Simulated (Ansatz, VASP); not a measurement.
# BN: 3 runs at one level of theory

The starting cell:

```
CELL_PARAMETERS angstrom
0.00000 1.81300 1.81300
1.81300 0.00000 1.81300
1.81300 1.81300 0.00000
ATOMIC_POSITIONS crystal
N 0.25000 0.25000 0.25000
B 0.00000 0.00000 0.00000
```

The cell is a database's computed one, not the measured one.

Alike in all runs: task relaxation of cell and atoms; functional PBEsol; dispersion D4; k mesh 13 × 13 × 13; occupations fermi-dirac, width 0.05 eV; no spin polarisation; no spin-orbit coupling.

```
                        program and potentials  plane-wave cutoff (eV)                                                 notes  equilibrium volume (Å³/atom)
                            Ansatz, Ansatz PAW                     420  potentials made for PBE, which Ansatz adapts in part                          5.81
              VASP, PBE PAW files B, N, 600 eV                     600                               potentials made for PBE                          5.82
Ansatz, all-electron LAPW, scalar-relativistic                       -                                                     -                          5.81
```

The equilibrium volume spans 5.81 (Ansatz, Ansatz PAW) to 5.82 Å³/atom (VASP, PBE PAW files B, N, 600 eV), with all-electron results at 5.81. Relaxations stop with a little pressure left, so the last digit of a volume isn't settled.

The functional is the same throughout but for its coding, so the spread measures potentials, basis and numerics; runs on potential files found faulty are left out.
